## Dark pairs and a binding energy made by the mesh: SnTe

A designer of an infrared detector has two decisions to make about an absorber such as SnTe: which wavelength marks its cut-off, and whether the device needs a field to pull bound electron–hole pairs apart. A calculation that includes the attraction between electron and hole seems to answer both. Its lowest state lies near 0.25 eV, a wavelength of about 5 µm, but its first state that absorbs light lies near 1 eV, or 1.3 µm. Its binding energy is about 20 meV, close to the thermal energy at room temperature, whereas a simple estimate for the real crystal gives less than 1 meV. Neither the late onset nor the large binding should go into a design, and the table shows why.

GPAW 26.7.0, Bethe–Salpeter equation on RPBE states (PAW, 400 eV plane-wave cutoff) for SnTe at 92 % of its starting volume, without spin–orbit coupling. The k mesh is 6×6×6, with 6 valence and 2 conduction bands in the pair states, and 50 bands and a 40 eV cutoff in the screening. The gap is raised by 0.04 eV, taken from G0W0, and the q = 0 term is averaged over a sphere.

| row | exciton energies (eV) | exciton weights |
| --- | --- | --- |
| 1 | 0.253 | 0.000 |
| 2 | 0.253 | 0.000 |
| 3 | 0.253 | 0.000 |
| 4 | 0.254 | 0.000 |
| 5 | 0.254 | 0.000 |
| 6 | 0.260 | 0.000 |
| 7 | 0.260 | 0.000 |
| 8 | 0.260 | 0.000 |
| 9 | 0.951 | 0.000 |
| 10 | 0.955 | 1.644 |
| 11 | 0.955 | 2.577 |
| 12 | 0.955 | 2.599 |
| 13 | 0.956 | 0.000 |
| 14 | 0.956 | 0.000 |
| 15 | 0.956 | 0.000 |
| 16 | 0.957 | 0.000 |
| 17 | 0.957 | 0.000 |
| 18 | 0.958 | 0.000 |
| 19 | 0.958 | 0.000 |
| 20 | 0.958 | 0.000 |
| 21 | 1.019 | 2.323 |
| 22 | 1.019 | 4.960 |
| 23 | 1.019 | 2.637 |
| 24 | 1.024 | 0.000 |

All rows belong to one crystal, squeezed to 92 % of its starting volume and treated without spin–orbit coupling. "Exciton energies" are the energies of electron–hole pair states, and "exciton weights" measure how strongly each couples to light polarised along one direction. A state of zero weight is called dark. The calculation treats spin singlets only, so the dark rows are not the spin triplets familiar from molecules.

### Three sets of states

The energies fall into sets of eight, twelve and four. Only the first set lies below 0.274 eV, the direct gap on this mesh after its many-body correction, so only these eight states count as bound here. A smaller gap between the mesh points is not ruled out. All eight are dark. Each of the two higher sets contains exactly three bright states.

The sets arise because the calculation samples the crystal momentum on a coarse mesh. Light lifts an electron almost without changing its momentum, so each mesh point offers its own vertical transitions. In a real crystal their energies run on continuously from the gap. Here they jump from one group of mesh points to the next, which leaves an empty stretch of 0.69 eV above the first set.

### Why the levels come in threes, twos and ones

Cubic symmetry makes several mesh points equivalent, and the attraction mixes their transitions. Four identical pendulums, each joined to every other by the same spring, behave in a similar way. One mode, with all four in step, has its own frequency, while the other three share a second one. The analogy covers the counting for four equivalent points with one transition each; it does not tell which modes light can drive.

The four L points, where the body diagonals meet the boundary of the momentum zone, are such a group. If each offers one transition, the pendulum count gives a single level and a threefold level, as in the last set. If each offers two transitions of equal energy, symmetry sorts the eight combinations into one twofold and two threefold levels. That is the pattern of the first set.

The middle set fits twelve equivalent points on the lines from the zone centre Γ towards K, with one transition at each. Symmetry then demands one single, one twofold and three threefold levels, and the table has just these. The assignments rest on counting, not on an inspection of the bands, and different groups of points that happen to lie close in energy could imitate them. The limit of 6 valence and 2 conduction bands may also cut through bands of equal energy, which would remove transitions from a set and falsify its count. The last set is the least certain, since the list ends with it and may cut a larger group.

### Why most states are dark

A pair state absorbs light through its total dipole, the sum of the dipoles at all its points. For four L points with one allowed transition each, these dipoles lie along the four body diagonals and can be drawn as arrows from the centre of a tetrahedron to its corners. Added with equal weight, the arrows cancel, which gives one dark state. The three other combinations keep a net dipole and are bright, as in the last set.

The same reasoning explains the middle set. A total dipole has only three components, so twelve transitions, one at each equivalent point, can feed at most three independent bright combinations. For points on these lines, symmetry keeps the three from mixing with the rest, so they form one threefold level. The other nine are dark because their dipoles cancel, although, on this assignment, the transition at each single point is allowed: otherwise the three bright states would be missing too.

Cancellation alone does not explain the first set, where even the three expected bright states are absent. Here parity offers the natural reason. Inversion through a lattice site leaves each L point in place, so the states there are either even or odd, and light connects only an even state with an odd one. If filled and empty states have the same parity, every single transition is forbidden and no combination can recover any strength.

This ban should not be carried over to a real detector. Close to L, but not at it, the states have no definite parity, so absorption can set in within the very region that the mesh skips. Spin–orbit coupling, which is strong in both elements, also reshapes the band edges. With it, the band-edge states of SnTe at L are known to have opposite parity, and the edge transition is allowed.

### Uneven weights within one level

Rows 21 to 23 have the same energy, yet one of them carries about twice the weight of either neighbour. This irregularity has no physical content. For one direction of polarisation, only one combination in a threefold level couples to light. The computer may return any mixture of three equal-energy states, and so it spreads that strength arbitrarily over three rows. Only the sum has a meaning: 6.8 for the bright level of the middle set and 9.9 for that of the last.

### Where the binding energy comes from

A pair built from a single mesh point has no preferred distance between electron and hole. It is spread evenly over the whole repeat volume $V$ that belongs to the mesh. Its attraction is therefore an average over that volume, set by the mesh and not by the size of a real exciton.

The average is easily worked out. At momentum transfer $q$ the screened attraction is $4\pi e^2/(\varepsilon q^2 V)$, where $e^2$ is about 14 eV Å and $\varepsilon$ is the dielectric constant. The term at $q=0$ would diverge, so it is averaged over a sphere as large as one mesh cell. The sphere has the radius $q_s=(6\pi^2/V)^{1/3}$, and the mean of $1/q^2$ inside it is $3/q_s^2$. Together these steps give

$$
\Delta E=\frac{2e^2q_s}{\pi\varepsilon}.
$$

For this mesh, $V$ is $6^3$ cells of two atoms, at 28.78 Å³ per atom, or about $1.2\times10^4$ Å³. This makes $q_s$ about 0.17 Å⁻¹ and the unscreened attraction about 1.5 eV. A rough recalled dielectric constant of 45 reduces it to 34 meV.

The eight lowest states lie on average 18 meV below the corrected gap, so the estimate is almost twice the calculated value. No constant was adjusted to these rows. Coupling among the eight states spreads them but leaves their mean in place, so it cannot account for the excess. Stronger screening in the squeezed model crystal could, but the dielectric constant would have to be about 85. The formula also leaves out the short-range parts of the interaction, among them a repulsion between electron and hole. The calculation itself uses such a spherical average, so the comparison traces the origin of the number but does not test the physics of excitons. The output printed after the text gives the comparison in full.

The formula also shows what a finer mesh does. Twice as many divisions in each direction make $V$ eight times larger and halve $q_s$, and with it this part of the attraction. A binding energy that depends on the mesh in this way is not yet a property of the material.

A hydrogen-like exciton shows how far the mesh is from the real size. Its binding energy is the hydrogen value multiplied by $\mu/\varepsilon^2$, and its radius is the Bohr radius multiplied by $\varepsilon/\mu$, where $\mu$ is the reduced mass in electron masses. With the same screening and a rough recalled $\mu$ of 0.05, the binding is a few tenths of a meV and the radius is hundreds of ångströms. The mesh repeats after 26 Å. By this estimate, the calculated pair is squeezed into a box far too small for it, and its binding comes out far too large.

### Reading a neighbouring case

For another crystal on a coarse mesh, three questions give the pattern in advance. The number of equivalent points and of transitions at each gives the size of a set. The parity at those points, where it is defined, can forbid absorption: if filled and empty states have the same parity, the whole set is dark. If the set does absorb and each point offers one transition, points as symmetric as those met here give at most three bright states, while less symmetric points can give more. The depth of the lowest set below the gap should first be compared with $\Delta E$: if the two are of the same order of magnitude, as they are here, the mesh needs refining before the binding is used.

The analysis program printed:

```
States in the lowest, middle and last set: 8, 12, 4
Multiplicity of the lowest and highest level in the lowest set: 3, 3
Multiplicity of the lowest, median and highest level in the middle set: 1, 3, 3
Bright states in the lowest, middle and last set: 0, 3, 3
Summed weight of the middle and last set: 6.82, 9.92
Scissored direct gap in eV: 0.2741
Lowest state below the scissored gap in meV: 21.1
Mean lowering of the lowest eight states in meV: 18.23
Spread of the lowest eight states in meV: 7
Empty stretch between lowest and middle set in eV: 0.691
Lowest bright state above the scissored gap in eV: 0.6809
One-point attraction without screening in eV: 1.542
One-point attraction with rough recalled screening in meV: 34.28
Screening constant that would give the mean lowering: 84.63
One-point attraction on a mesh with twice the divisions and the same rough screening in meV: 17.14
Hydrogen-like binding from rough recalled values in meV: 0.3359
Hydrogen-like radius from rough recalled values in angstrom: 476.3
Repeat length of the mesh in angstrom: 26
Number of vertical pairs in the calculation: 2592
Absorption peak above the last listed state in eV: 0.476
```
